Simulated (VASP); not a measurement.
A run of VASP 6.6.1:

Contents of INCAR:

```
  PREC = Accurate
  ENCUT = 600
  EDIFF = 1E-7
  ISMEAR = 0
  SIGMA = 0.05
  LREAL = F
  LASPH = T
  NELM = 60
  ALGO = Normal
  ISIF = 3
  LWAVE = F
  LCHARG = F
  GGA = PS
  IBRION = 2
  NSW = 60
  EDIFFG = -0.01
```

The input KPOINTS:

```
regular mesh
0
Gamma
  7 5 5
```

File POSCAR:

```
KCl
1.0
   -3.8391960000      0.0000000000      0.0000000000
    0.0000000000      3.8391960000      3.8391960000
    0.0000000000      3.8391960000     -3.8391960000
K Cl
2 2
Direct
    0.0102873900      0.0021572700      0.9884567900
    0.9691378200      0.4935281900      0.5346296300
    0.5102873900      0.5021572700      0.9884567900
    0.5102873900      0.0021572700      0.4884567900
```

Potentials or basis: VASP PAW PBE potentials, release 64 (K_sv, Cl).

Command:

```console
$ cat potpaw_PBE.64/K_sv/POTCAR potpaw_PBE.64/Cl/POTCAR > POTCAR
$ mpirun -np 1 vasp_std > vasp.out
```

Hardware: 1 thread of Intel(R) Xeon(R) Platinum 8488C (Sapphire Rapids), on a shared host.

Problem. How long does it take, and how much memory?

Solution. Wall time 21 min on 1 thread of Intel(R) Xeon(R) Platinum 8488C (Sapphire Rapids) (shared host), peak memory 0.42 GiB. Counts: scf iterations 119, k points 88, ion steps 13.
